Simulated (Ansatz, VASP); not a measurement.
# FeSi in VASP and in Ansatz

```xyz
8
Lattice="4.0592 0.0000 0.0000 0.0000 4.0592 0.0000 0.0000 0.0000 4.0592" Properties=species:S:1:pos:R:3 pbc="T T T"
Fe    0.5832    0.5832    0.5832
Fe    1.4464    3.4760    2.6128
Fe    2.6128    1.4464    3.4760
Fe    3.4760    2.6128    1.4464
Si    3.4269    3.4269    3.4269
Si    2.6619    0.6323    1.3973
Si    1.3973    2.6619    0.6323
Si    0.6323    1.3973    2.6619
```

Alike in both runs: functional PBE; k mesh 8 × 8 × 8; occupations gaussian, width 0.05 eV; no spin polarisation.

Ansatz relaxed the structure, and its values are those at the end. VASP's run is a single point on that final structure, the one shown.

```csv
,VASP,Ansatz
version,VASP 6.6.1,Ansatz 0.2.0
potentials or method,"VASP PAW PBE potentials, release 64 (Fe, Si)","scalar-relativistic, plane waves, PAW"
plane-wave cutoff (eV),520,420
valence electrons in the cell,48,80
```

VASP gave:

```
gap on the k mesh at the Fermi level (eV) : 0.15
least direct gap on the mesh (eV)         : 0.19
rms of the force components (eV/Å)        : 0.020
```

Estimate Ansatz's values.

gap on the k mesh at the Fermi level (eV): 0.15; least direct gap on the mesh (eV): 0.19; rms of the force components (eV/Å): 0.002.

The two sets of potentials don't hold the same shells in valence. Ansatz warned: «stress_scf_threshold_loose».

 Spin polarisation is off, so any magnetic state and its effect on volume and gap are missing.
